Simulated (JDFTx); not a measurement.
## GaAs under changes of volume

One of the cells (22.590 Å³/atom); the others are scaled copies at fixed shape and fractional positions:

```
CELL_PARAMETERS angstrom
0.00000 2.82685 2.82685
2.82685 0.00000 2.82685
2.82685 2.82685 0.00000
ATOMIC_POSITIONS crystal
As 0.75000 0.75000 0.75000
Ga 0.00000 0.00000 0.00000
```

| Property | Result |
| --- | --- |
| Program | JDFTx 1.7.0 (patched build) |
| Functional | LDA |
| Potentials or basis | PseudoDojo-SR-LDA-0.4.1-standard |
| Cutoff | 1088 eV |
| Density cutoff | 8708 eV |
| k mesh | 8 × 8 × 8 |
| Occupations | fermi-dirac, width 0.05 eV |
| Spin | no spin polarisation |

| volume (Å³/atom) | energy over the lowest point (meV/atom) | pressure (GPa) | gap on the mesh (eV) |
| --- | --- | --- | --- |
| 21.234 | ? | ? | ? |
| 21.686 | 0.51 | 0.8 | 0.59 |
| 22.138 | 0.00 | -0.7 | 0.43 |
| 22.590 | 3.65 | -2.1 | 0.28 |
| 23.041 | 10.95 | -3.3 | 0.13 |
| 23.493 | 21.43 | -4.4 | none |
| 23.945 | 34.70 | -5.3 | none |

Problem. What does the run at 21.234 Å³/atom give?

Solution. Energy over the lowest point 5.66 meV/atom; pressure 2.6 GPa; gap on the mesh 0.75 eV.

Worked out: A Birch-Murnaghan fit of order 3 (a polynomial in V^(-2/3)) to the other rows has its minimum at 21.96 Å³/atom with B0 = V·E''(V) = 76 GPa and B' = 5.5. It gives 5.80 meV/atom at 21.234 Å³/atom, against the run's 5.66, and -dE/dV = 2.8 GPa, against 2.6.

Energies are extrapolated to zero smearing.

Spin-orbit coupling on As, Ga is left out.

A gap of «none» marks a metal or a gap under the smearing width.
